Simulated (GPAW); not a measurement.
TiB2:

```xyz
3
Lattice="3.0292 0.0000 0.0000 -1.5146 2.6234 0.0000 0.0000 0.0000 3.2284" Properties=species:S:1:pos:R:3 pbc="T T T"
Ti    0.0000    0.0000    0.0000
B     1.5146    0.8745    1.6142
B     0.0000    1.7489    1.6142
```

```yaml
Program: GPAW 26.7.0
Task: relaxation of cell and atoms
Functional: PBEsol
Potentials_or_basis: PAW data sets generated in the run's folder for this functional
Cutoff: 800 eV
Basis: pw
k_mesh: 7 × 7 × 6
Occupations: fermi-dirac, width 0.05 eV
Spin: no spin polarisation
```

At the start: pressure -4.6 GPa; volume 8.55 Å³/atom.

Question: Where does the relaxation end?

Answer: Over 5 steps the energy falls by 2.6 meV/atom and the volume is 8.39 Å³/atom (-1.9 %); space group P6/mmm (No. 191, to 0.05 Å).

Step by step:
| step | energy change (eV) | largest force (eV/Å) | pressure (GPa) | volume (Å³) |
| --- | --- | --- | --- | --- |
| 1 | 0.0000 | 0.0000 | -4.65 | 25.66 |
| 2 | -0.0024 | 0.0000 | -3.79 | 25.56 |
| 3 | -0.0070 | 0.0000 | 0.44 | 25.14 |
| 4 | -0.0071 | 0.0000 | 0.36 | 25.14 |
| 5 | -0.0077 | 0.0000 | 0.00 | 25.16 |

Final structure:
```
CELL_PARAMETERS angstrom
3.02016 0.00000 0.00000
-1.51008 2.61554 0.00000
0.00000 0.00000 3.18539
ATOMIC_POSITIONS crystal
Ti 0.00000 0.00000 0.00000
B 0.66667 0.33333 0.50000
B 0.33333 0.66667 0.50000
```

Caveat: later steps reuse the first step's grids.
